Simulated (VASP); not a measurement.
Here is a VASP 6.6.1 calculation.

Contents of INCAR:

```
ALGO = Normal
EDIFF = 1E-6
EDIFFG = -0.01
ENCUT = 600
GGA = PS
IBRION = 2
ISIF = 3
ISMEAR = 0
KPAR = 2
LASPH = True
LCHARG = False
LREAL = False
LWAVE = False
NELM = 80
NSW = 90
PREC = Accurate
SIGMA = 0.03
```

Contents of KPOINTS:

```
k-points
0
Gamma
  10 10 10
```

Contents of POSCAR:

```
CdF2
1.0
    0.0000000000      2.6940000000      2.6940000000
    2.6940000000      0.0000000000      2.6940000000
    2.6940000000      2.6940000000      0.0000000000
Cd F
1 2
Direct
    0.0000000000      0.0000000000      0.0000000000
    0.2500000000      0.2500000000      0.2500000000
    0.7500000000      0.7500000000      0.7500000000
```

Potentials or basis: VASP PAW PBE potentials, release 64 (Cd, F).

Launch:

```console
$ cat potpaw_PBE.64/Cd/POTCAR potpaw_PBE.64/F/POTCAR > POTCAR
$ mpirun -np 2 vasp_std > vasp.out
```

Q: Estimate the relaxed cell.

A: a = 3.814 Å, b = 3.814 Å, c = 3.814 Å, α = 60.00°, β = 60.00°, γ = 60.00°.

Q: Predict the band gap on the k mesh.

A: 2.90 eV, indirect (least direct gap 3.39 eV).

Q: What does it give for the relaxed volume?

A: 13.08 Å³/atom.

Step by step:
```
step  energy change (eV)  largest force (eV/Å)  pressure (GPa)  volume (Å³)
   1              0.0000                0.0000            0.40        39.10
   2             -0.0001                0.0000           -0.15        39.29
   3             -0.0002                0.0000            0.00        39.23
```

Caveat: the PAW data sets were made with another functional, which shifts forces and pressure a little. Zero-point motion and thermal expansion aren't in these numbers.
